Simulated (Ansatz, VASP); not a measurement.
One calculation of SrO, two programs

```
Sr O
1.0
     0.00000    2.63404    2.69829
     2.63404    0.00000    2.69829
     2.63404    2.63404    0.00000
Sr O
1 1
Direct
  0.00000 0.00000 0.00000
  0.50000 0.50000 0.50000
```

Change from the starting cell: strain +0.025 along x and y, +0.050 along z, atoms carried along.

Alike in both runs: task single point; functional LDA; k mesh 8 × 8 × 8; occupations gaussian, width 0.05 eV; no spin polarisation.

|  | VASP | Ansatz |
| --- | --- | --- |
| version | VASP 6.6.1 | Ansatz 0.2.0 |
| potentials or method | VASP PAW LDA potentials, release 64 (Sr_sv, O) | scalar-relativistic, plane waves, PAW |
| plane-wave cutoff (eV) | 520 | 420 |
| valence electrons in the cell | 16 | 16 |

Ansatz gave:

| Item | Value |
| --- | --- |
| gap on the k mesh at the Fermi level (eV) | 3.13 |
| least direct gap on the mesh (eV) | 3.13 |
| pressure (GPa) | -10.7 |
| largest component of the traceless stress (GPa) | 0.89 |

Question: Estimate VASP's values.

Answer: gap on the k mesh at the Fermi level (eV): 3.11; least direct gap on the mesh (eV): 3.13; pressure (GPa): -10.2; largest component of the traceless stress (GPa): 0.97.

A k mesh can miss the band edges.
